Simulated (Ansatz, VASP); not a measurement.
# InP and the pressure, program beside program

The cell as given:

It takes space group F-43m (No. 216, cubic). Conventional cell: a = 5.861 Å, b = 5.861 Å, c = 5.861 Å, α = 90.00°, β = 90.00°, γ = 90.00°. In (site symmetry -43m) is surrounded by 4 P at 2.54 Å. P (site symmetry -43m) is surrounded by 4 In at 2.54 Å.

Kept alike: task relaxation of cell and atoms; functional LDA; k mesh 8 × 8 × 8; occupations fermi-dirac, width 0.05 eV; no spin polarisation. The mesh is that of the run's cell of 2 atoms. No spin-orbit coupling.

- A: Ansatz, Ansatz PAW, made for PBE, cutoff 420 eV
- B: VASP, LDA PAW files In_d, P, 600 eV

| pressure (GPa) | A: band gap on the mesh (eV) | B: band gap on the mesh (eV) |
| --- | --- | --- |
| 0 | 0.577 | 0.602 |
| 2 | 0.719 | 0.749 |
| 5 | 0.904 | 0.926 |
| 10 | 1.157 | 1.179 |

Values on potentials made for another functional: all of A. Values hold for each row's relaxed cell, which stops near the pressure aimed at. Ansatz's stress holds its Pulay term. The runs follow the start's structure, whether or not it is the stable one at these pressures. A gap on the mesh can miss an edge between its points.

How large is the effect of the pressure, and do the programs agree on it?

From 0 to 10 GPa the band gap on the mesh moves by +0.580 in A, +0.577 in B (eV). Row by row the programs differ by 0.022 to 0.030, and over this span the shifts, as printed, agree within 1 %.
